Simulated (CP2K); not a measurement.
# CdSe (P1) in CP2K: convergence with rel cutoff ry

Aim: find how far rel cutoff ry must go before the results for CdSe settle, at BLYP. This setting moves, with any that are tied to it; all else stays.

Everything below comes from runs of CP2K 2026.2. Logs are shortened: lines on timing, memory, paths and dates and some standing lists are left out, and cuts for length are marked.

## Step 1: The cell of the first run

The typed cell holds 2 atoms: a = 4.342 Å, b = 4.342 Å, c = 4.342 Å, α = 60.00°, β = 60.00°, γ = 60.00°.

The cell comes from a database or a generator and needn't be the stable form of this composition.

The cell isn't the ideal one: atoms moved at random, drawn with an rms of 0.1 Å.

## Step 2: With rel cutoff ry 20

cdse_converge.inp reads:

```
&GLOBAL
  PROJECT cdse_converge
  RUN_TYPE ENERGY_FORCE
  PRINT_LEVEL LOW
&END GLOBAL
&FORCE_EVAL
  METHOD QS
  STRESS_TENSOR ANALYTICAL
  &DFT
    BASIS_SET_FILE_NAME BASIS_MOLOPT_UZH
    POTENTIAL_FILE_NAME GTH_POTENTIALS
    &MGRID
      CUTOFF 450
      REL_CUTOFF 20
      NGRIDS 5
    &END MGRID
    &QS
      METHOD GPW
      EPS_DEFAULT 1.0E-9
    &END QS
    &KPOINTS
      SCHEME MONKHORST-PACK 6 6 6
      GAMMA_CENTERED T
      SYMMETRY T
      SYMMETRY_BACKEND SPGLIB
    &END KPOINTS
    &SCF
      SCF_GUESS ATOMIC
      EPS_SCF 1.0E-6
      MAX_SCF 100
      ADDED_MOS 10
      CHOLESKY OFF
      EPS_EIGVAL 1.0E-7
      &DIAGONALIZATION ON
        ALGORITHM STANDARD
      &END DIAGONALIZATION
      &MIXING ON
        METHOD BROYDEN_MIXING
        ALPHA 0.4
        BETA 1.5
        NBUFFER 8
      &END MIXING
      &SMEAR ON
        METHOD FERMI_DIRAC
        ELECTRONIC_TEMPERATURE [K] 300.557
      &END SMEAR
    &END SCF
    &XC
      &XC_FUNCTIONAL BLYP
      &END XC_FUNCTIONAL
    &END XC
    &PRINT
      &KPOINTS ON
      &END KPOINTS
      &MULLIKEN ON
      &END MULLIKEN
      &MO ON
        ENERGIES T
        OCCUPATION_NUMBERS T
        &EACH
          QS_SCF 0
        &END EACH
        ADD_LAST NUMERIC
      &END MO
    &END PRINT
  &END DFT
  &SUBSYS
    &CELL
      A 4.3420191692 0.0000000000 0.0000000000
      B 2.1710095846 3.7602989043 0.0000000000
      C 2.1710095846 1.2534329681 3.5452438060
      PERIODIC XYZ
    &END CELL
    &COORD
      SCALED
      Cd  -0.0346840000 0.0220650000 0.0106560000
      Se  0.2311040000 0.2746730000 0.2437780000
    &END COORD
    &KIND Cd
      BASIS_SET TZVP-MOLOPT-PBE-GTH-q12
      POTENTIAL GTH-PBE-q12
    &END KIND
    &KIND Se
      BASIS_SET TZVP-MOLOPT-PBE-GTH-q6
      POTENTIAL GTH-BLYP-q6
    &END KIND
    &PRINT
      &ATOMIC_COORDINATES ON
      &END ATOMIC_COORDINATES
      &CELL ON
      &END CELL
    &END PRINT
  &END SUBSYS
  &PRINT
    &FORCES ON
    &END FORCES
    &STRESS_TENSOR ON
    &END STRESS_TENSOR
  &END PRINT
&END FORCE_EVAL
```

Potentials or basis: GTH_POTENTIALS Cd GTH-PBE-q12, Se GTH-BLYP-q6; TZVP-MOLOPT-PBE-GTH basis.

Launch:

```bash
OMP_NUM_THREADS=1 cp2k.psmp -i cdse_converge.inp -o cdse_converge.out
```

cdse_converge.out:

```text

 CP2K| version string:                                       CP2K version 2026.2
 CP2K| Input file name                                         cdse_converge.inp

 GLOBAL| Force Environment number                                              1
 GLOBAL| Basis set file name                                    BASIS_MOLOPT_UZH
 GLOBAL| Potential file name                                      GTH_POTENTIALS
 GLOBAL| MM Potential file name                                     MM_POTENTIAL
 GLOBAL| Coordinate file name                                      __STD_INPUT__
 GLOBAL| Method name                                                        CP2K
 GLOBAL| Project name                                              cdse_converge
 GLOBAL| Run type                                                   ENERGY_FORCE
 GLOBAL| FFT library                                                       FFTW3
[... 8 lines left out ...]
 GLOBAL| CPU model name                                                  UNKNOWN

 CELL| Volume [angstrom^3]:                                            57.884223
 CELL| Vector a [angstrom]:       4.342     0.000     0.000   |a| =     4.342019
 CELL| Vector b [angstrom]:       2.171     3.760     0.000   |b| =     4.342019
 CELL| Vector c [angstrom]:       2.171     1.253     3.545   |c| =     4.342019
 CELL| Angle (b,c), alpha [degree]:                                    60.000000
 CELL| Angle (a,c), beta  [degree]:                                    60.000000
 CELL| Angle (a,b), gamma [degree]:                                    60.000000
 CELL| Numerically orthorhombic:                                              NO
 CELL| Periodicity                                                           XYZ

 CELL_REF| Volume [angstrom^3]:                                        57.884223
 CELL_REF| Vector a [angstrom     4.342     0.000     0.000   |a| =     4.342019
 CELL_REF| Vector b [angstrom     2.171     3.760     0.000   |b| =     4.342019
 CELL_REF| Vector c [angstrom     2.171     1.253     3.545   |c| =     4.342019
 CELL_REF| Angle (b,c), alpha [degree]:                                60.000000
 CELL_REF| Angle (a,c), beta  [degree]:                                60.000000
 CELL_REF| Angle (a,b), gamma [degree]:                                60.000000
 CELL_REF| Numerically orthorhombic:                                          NO
 CELL_REF| Periodicity                                                       XYZ
[... 10 lines left out ...]

  Total number of            - Atomic kinds:                                   2
                             - Atoms:                                          2
                             - Shell sets:                                     2
                             - Shells:                                        17
                             - Primitive Cartesian functions:                  9
                             - Cartesian basis functions:                     58
                             - Spherical basis functions:                     51

  Maximum angular momentum of- Orbital basis functions:                        3
                             - Local part of the GTH pseudopotential:          0
                             - Non-local part of the GTH pseudopotential:      4

 MODULE QUICKSTEP: ATOMIC COORDINATES IN ANGSTROM

   Atom Kind Element         X             Y             Z       Z(eff)     Mass
      1    1 Cd   48     -0.079561      0.096328      0.037778  12.0000 112.4110
      2    2 Se   34      2.129020      1.338412      0.864252   6.0000  78.9600
[... 100 lines left out ...]
     7 Broy./Diag. 0.40E+00    1.1     0.00300228       -55.4623171240  1.21E-02
     8 Broy./Diag. 0.40E+00    1.1     0.00532906       -55.4505327986  1.18E-02
     9 Broy./Diag. 0.40E+00    1.1     0.00220049       -55.4486478072  1.88E-03
    10 Broy./Diag. 0.40E+00    1.1     0.00092663       -55.4502773571 -1.63E-03
    11 Broy./Diag. 0.40E+00    1.1     0.00168626       -55.4535582751 -3.28E-03
    12 Broy./Diag. 0.40E+00    1.1     0.00058892       -55.4546261449 -1.07E-03
    13 Broy./Diag. 0.40E+00    1.1     0.00009778       -55.4549094784 -2.83E-04
    14 Broy./Diag. 0.40E+00    1.1     0.00009222       -55.4548629702  4.65E-05
    15 Broy./Diag. 0.40E+00    1.1     0.00003276       -55.4548297562  3.32E-05
    16 Broy./Diag. 0.40E+00    1.1     0.00001696       -55.4548224517  7.30E-06
    17 Broy./Diag. 0.40E+00    1.1     0.00000396       -55.4548121826  1.03E-05
    18 Broy./Diag. 0.40E+00    1.1     0.00000320       -55.4548093342  2.85E-06
    19 Broy./Diag. 0.40E+00    1.1     0.00000103       -55.4548074365  1.90E-06
    20 Broy./Diag. 0.40E+00    1.1     0.00000020       -55.4548061242  1.31E-06

  *** SCF run converged in    20 steps ***

  Electronic density on regular grids:        -17.9999999820        0.0000000180
  Core density on regular grids:               17.9999999755       -0.0000000245
  Total charge density on r-space grids:       -0.0000000065
  Total charge density g-space grids:          -0.0000000065

  Overlap energy of the core charge distribution:               0.00000000151365
  Self energy of the core charge distribution:                -93.77011901959501
  Core Hamiltonian energy:                                     28.66535354280418
  Hartree energy:                                              18.29171640556800
  Exchange-correlation energy:                                 -8.64175704280441
  Electronic entropic energy:                                  -0.00000001166741
  Fermi energy:                                                 0.12556737102528

  Total energy:                                               -55.45480612418108
  Total energy (extrapolated to T->0):                        -55.45480611834738

 MO| EIGENVALUES AND OCCUPATION NUMBERS FOR K POINT 1
 MO|
 MO|  Index      Eigenvalue [a.u.]        Eigenvalue [eV]             Occupation
 MO|      1              -0.333964              -9.087614               2.000000
 MO|      2              -0.177505              -4.830167               2.000000
 MO|      3              -0.176443              -4.801251               2.000000
 MO|      4              -0.167039              -4.545363               2.000000
 MO|      5              -0.166657              -4.534968               2.000000
 MO|      6              -0.165169              -4.494467               2.000000
[... 347 lines left out ...]
 MO|     18               0.719898              19.589416               0.000000
 MO|     19               0.753988              20.517044               0.000000
 MO| Sum:                                                              18.000000
 MO| E(Fermi):            0.125567 a.u.          3.416862 eV
 MO| Band gap:            0.151916 a.u.          4.133840 eV

 [... the levels of further k-points ...]

 !-----------------------------------------------------------------------------!
                     Mulliken Population Analysis

 #  Atom  Element  Kind  Atomic population                           Net charge
       1     Cd       1         11.553169                              0.446831
       2     Se       2          6.446831                             -0.446831
 # Total charge                             18.000000                 -0.000000

 !-----------------------------------------------------------------------------!

 ENERGY| Total FORCE_EVAL ( QS ) energy [hartree]            -55.454805864471410

 FORCES| Atomic forces [hartree/bohr]
 FORCES|   Atom     x               y               z               |f|
 FORCES|      1 -4.59950821E-02 -4.43182424E-02 -1.05780620E-01   1.23568579E-01
 FORCES|      2 -4.18963614E-03  1.56881771E-03  5.38616463E-03   7.00178616E-03
 FORCES| Sum    -5.01847182E-02 -4.27494247E-02 -1.00394455E-01
 FORCES| Total atomic force                                       1.20104396E-01

 STRESS| Analytical stress tensor [bar]
 STRESS|                        x                   y                   z
 STRESS|      x        3.71106789911E+04  -2.19152046299E+04   3.53298701124E+03
 STRESS|      y       -2.19152046299E+04   2.43023690750E+04   2.09376910866E+03
 STRESS|      z        3.53298701124E+03   2.09376910866E+03   4.20222027852E+04
 STRESS| 1/3 Trace                                             3.44784169504E+04
 STRESS| Determinant                                           1.69263567546E+13

 STRESS| Eigenvectors and eigenvalues of the analytical stress tensor [bar]
 STRESS|                        1                   2                   3
 STRESS| Eigenvalues   7.45757604776E+03   4.22232145193E+04   5.37544602842E+04
 STRESS|      x           0.599179042885     -0.044154035727      0.799396582240
 STRESS|      y           0.793120784144      0.169032957905     -0.585138685185
 STRESS|      z          -0.109288134424      0.984620881492      0.136300489372
```

Wall time 25 s (1 thread of Arm Neoverse V1, shared host); peak memory 0.32 GiB.

What came out:

```yaml
Free_energy: -1509.0020 eV
Band_gap_on_the_k_mesh: 0.51 eV, direct
Mulliken_charges: Cd +0.45; Se -0.45 e
```

## Step 3: With rel cutoff ry 30

cdse_converge.inp: that of step 2 with these lines changed.

```diff
@@ -13,3 +13,3 @@
       CUTOFF 450
-      REL_CUTOFF 20
+      REL_CUTOFF 30
       NGRIDS 5
```

Potentials or basis: GTH_POTENTIALS Cd GTH-PBE-q12, Se GTH-BLYP-q6; TZVP-MOLOPT-PBE-GTH basis.

Launch:

```bash
OMP_NUM_THREADS=1 cp2k.psmp -i cdse_converge.inp -o cdse_converge.out
```

It took 21 s on 1 thread of Arm Neoverse V1, shared host; peak memory 0.32 GiB.

What came out:

```
Free energy            : -1509.0507 eV
Pressure               : 4.6 GPa
Band gap on the k mesh : 0.51 eV, direct
Mulliken charges       : Cd +0.45; Se -0.45 e
```

## Step 4: With rel cutoff ry 40

cdse_converge.inp: that of step 3 with these lines changed.

```diff
@@ -13,3 +13,3 @@
       CUTOFF 450
-      REL_CUTOFF 30
+      REL_CUTOFF 40
       NGRIDS 5
```

Launch:

```bash
OMP_NUM_THREADS=1 cp2k.psmp -i cdse_converge.inp -o cdse_converge.out
```

Wall time 24 s (1 thread of Arm Neoverse V1, shared host); peak memory 0.32 GiB.

Results:

```yaml
Free_energy: -1509.0548 eV
Pressure: 4.7 GPa
Largest_force: 0.365 eV/Å
Band_gap_on_the_k_mesh: 0.51 eV, direct
Mulliken_charges: Cd +0.45; Se -0.45 e
```

## Step 5: With rel cutoff ry 50

cdse_converge.inp: that of step 4 with these lines changed.

```diff
@@ -13,3 +13,3 @@
       CUTOFF 450
-      REL_CUTOFF 40
+      REL_CUTOFF 50
       NGRIDS 5
```

Launch:

```bash
OMP_NUM_THREADS=1 cp2k.psmp -i cdse_converge.inp -o cdse_converge.out
```

Wall time 25 s (1 thread of Arm Neoverse V1, shared host); peak memory 0.32 GiB.

Results:

* Free energy: -1509.0549 eV
* Pressure: 4.7 GPa
* Largest force: 0.367 eV/Å
* Band gap on the k mesh: 0.51 eV, direct
* Mulliken charges: Cd +0.45; Se -0.45 e

## Step 6: With rel cutoff ry 60

cdse_converge.inp: that of step 5 with these lines changed.

```diff
@@ -13,3 +13,3 @@
       CUTOFF 450
-      REL_CUTOFF 50
+      REL_CUTOFF 60
       NGRIDS 5
```

Potentials or basis: GTH_POTENTIALS Cd GTH-PBE-q12, Se GTH-BLYP-q6; TZVP-MOLOPT-PBE-GTH basis.

Launch:

```bash
OMP_NUM_THREADS=1 cp2k.psmp -i cdse_converge.inp -o cdse_converge.out
```

Run time: 28 s. Hardware: 1 thread of Arm Neoverse V1, shared host; peak memory 0.32 GiB.

Results (log left out):

```yaml
Free_energy: -1509.0549 eV
Pressure: 4.7 GPa
Largest_force: 0.367 eV/Å
Band_gap_on_the_k_mesh: 0.51 eV, direct
Mulliken_charges: Cd +0.45; Se -0.45 e
```

## Step 7: With rel cutoff ry 80

cdse_converge.inp: that of step 6 with these lines changed.

```diff
@@ -13,3 +13,3 @@
       CUTOFF 450
-      REL_CUTOFF 60
+      REL_CUTOFF 80
       NGRIDS 5
```

Launch:

```bash
OMP_NUM_THREADS=1 cp2k.psmp -i cdse_converge.inp -o cdse_converge.out
```

Run time: 28 s. Hardware: 1 thread of Arm Neoverse V1, shared host; peak memory 0.32 GiB.

The run converged. Its results:

| Quantity | Value |
| --- | --- |
| Free energy | -1509.0549 eV |
| Pressure | 4.7 GPa |
| Largest force | 0.367 eV/Å |
| Band gap on the k mesh | 0.51 eV, direct |
| Mulliken charges | Cd +0.45; Se -0.45 e |

## Step 8: With rel cutoff ry 100

cdse_converge.inp: that of step 7 with these lines changed.

```diff
@@ -13,3 +13,3 @@
       CUTOFF 450
-      REL_CUTOFF 80
+      REL_CUTOFF 100
       NGRIDS 5
```

Launch:

```bash
OMP_NUM_THREADS=1 cp2k.psmp -i cdse_converge.inp -o cdse_converge.out
```

It took 31 s on 1 thread of Arm Neoverse V1, shared host; peak memory 0.32 GiB.

It converged, with:

```yaml
Free_energy: -1509.0549 eV
Pressure: 4.7 GPa
Largest_force: 0.367 eV/Å
Band_gap_on_the_k_mesh: 0.51 eV, direct
Mulliken_charges: Cd +0.45; Se -0.45 e
```

## Step 9: The series at a glance

| rel cutoff ry | energy less the tightest run, at zero smearing (meV/atom) | pressure (GPa) | SCF cycles | CPU time (s) | peak memory (GiB) |
| --- | --- | --- | --- | --- | --- |
| 20 | 26.46 | - | 20 | 25 | 0.32 |
| 30 | 2.12 | 4.59 | 16 | 21 | 0.32 |
| 40 | 0.09 | 4.67 | 17 | 24 | 0.32 |
| 50 | 0.01 | 4.67 | 17 | 25 | 0.32 |
| 60 | 0.01 | 4.67 | 17 | 28 | 0.32 |
| 80 | 0.00 | 4.67 | 17 | 28 | 0.32 |
| 100 | 0.00 | 4.67 | 17 | 31 | 0.32 |

Against the tightest run, the energy stays within 1 meV/atom from 40 on; the pressure stays within 0.1 GPa from 30 on. The tightest run that finished is the yardstick and may itself not be fully converged.

Caveats: the potentials were made for another functional, which shifts forces and pressure; the basis of atomic orbitals isn't converged, which shifts pressures, moduli and gaps.
